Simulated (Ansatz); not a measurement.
## Calculated ¹⁷O NMR of the central transition for SnO

Cell: a COD entry, ions relaxed with PBE at fixed cell.

```
CELL_PARAMETERS angstrom
2.50000 -2.86000 0.00000
2.50000 2.86000 0.00000
0.00000 0.00000 11.12000
ATOMIC_POSITIONS crystal
Sn 0.00006 0.99994 0.98582
Sn 0.99994 0.00006 0.48582
Sn 0.49968 0.50032 0.27117
Sn 0.50032 0.49968 0.77117
O 0.99981 0.50000 0.37851
O 0.00019 0.50000 0.87851
O 0.50000 0.00019 0.37851
O 0.50000 0.99981 0.87851
```

Atom numbers follow the list; atoms alike are taken as one site, whose name carries the number of the first.

All values are calculated (Ansatz; DFT, r2SCAN, plane waves and PAW, scalar-relativistic, 500 eV cutoff, Γ-centred 8×8×3 k-points, Fermi–Dirac smearing 0.02 eV), not measured.

¹⁷O has I = 5/2 and Q = -25.58 mb (Pyykkö 2018); at 23.5 T its Larmor frequency is ν₀ = 135.7 MHz. Only the quadrupole interaction is simulated: positions count from each site's isotropic chemical shift, and J coupling is left out, as are shift anisotropy and dipolar coupling, which fast spinning averages.

(1) Give C_Q, η, the quadrupolar product P_Q = |C_Q|(1 + η²/3)^½, the second-order isotropic shift and the breadth of the pattern (fast magic-angle spinning) for each O site.

Answers

(1) 

```tsv
site	first shell	C_Q (MHz)	η	P_Q (MHz)	δ_QIS (ppm)	breadth (kHz)
O	4 Sn at 2.24 Å	3.28	0.40	3.37	-3.70	1.16
```

δ_QIS = −(ν_Q²/30ν₀²)[I(I+1) − 3/4](1 + η²/3) × 10⁶ ppm with ν_Q = 3|C_Q|/[2I(2I−1)]; it falls as 1/B₀² in ppm, and the breadth as 1/B₀ in kHz.

At this cell the r2SCAN pressure is -1.5 GPa (principal stresses up to 11 GPa in size), so it isn't the equilibrium cell of r2SCAN. The entry's cell may itself be off. The largest force is 0.5 eV/Å, so the atoms aren't at the calculated equilibrium and relaxing them would move these values. Without spin–orbit coupling (the program notes it for Sn) the gradients can shift somewhat, as the gap is small. The database positions were far from equilibrium, so the relaxed structure may not be the compound's real one.

Hardware: 1 thread of Intel Xeon 6975P-C (Granite Rapids) (x86_64; 16 cores open to the job, memory cap 3.0 GiB, no GPU), a shared host with a load of 0.5 a core. Wall time 44 s, CPU time 44 s, peak memory 0.82 GiB.
